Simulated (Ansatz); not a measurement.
The cell is BaTe built on the zincblende prototype; cell and atoms were relaxed with r2SCAN. It is cubic, F-43m (No. 216); a = 7.828 Å in the conventional setting, 59.97 Å³ an atom. Around Ba lie 4 Te at 3.39 Å; around Te lie 4 Ba at 3.39 Å.

```
Ba Te
1.0
     0.00000    3.91416    3.91416
     3.91416    0.00000    3.91416
     3.91416    3.91416    0.00000
Ba Te
1 1
Direct
  0.00000 0.00000 0.00000
  0.25000 0.25000 0.25000
```

The questions ask for values computed with the plane-wave code Ansatz on this geometry. Simulation only: spin-unpolarised, and no claim that this is the phase found in nature.

**Question.** Is there a gap with LDA, and of what kind?

**Answer.** With LDA the valence top lies at W and the conduction bottom at Γ, 2.29 eV higher; the smallest vertical gap, at Γ, is 2.72 eV.

**Question.** What does HSE06 give for the gap (4×4×4 mesh)?

**Answer.** HSE06 gives an indirect gap of 3.31 eV, from W to Γ; the least direct gap is 3.70 eV at X. The gap differs by +1.02 eV from LDA's.

**Question.** How does the gap change from LDA to Hartree-Fock (4×4×4)?

**Answer.** The Hartree-Fock gap is indirect, 8.30 eV (X to Γ), below the direct gap of 8.71 eV at X. The gap differs by +6.01 eV from LDA's.

**Question.** What does G0W0@PBE with 357 empty bands, a screening cutoff of 120 eV and a 4×4×4 mesh give?

**Answer.** 3.72 eV (PBE's gap over the path plus the quasiparticle shift read on the mesh). Over the mesh points the PBE gap of 2.57 eV becomes a quasiparticle gap of 3.72 eV (W to Γ), a change of +1.15 eV. Renormalisation factors Z lie between 0.75 and 0.81. No extrapolation in bands, cutoff or mesh was made for G0W0.

**Question.** How strongly does the crystal screen a field with clamped ions (r2SCAN)?

**Answer.** The electronic dielectric tensor ε∞ is 3.71 in all directions. Born charges, averaged over directions: Ba +2.07, Te -2.07 e.

Spin-orbit coupling is left out, which matters wherever the heavy atoms make up the band edges.

The meshes of the hybrids are coarse, so their gaps aren't converged to the digits shown.
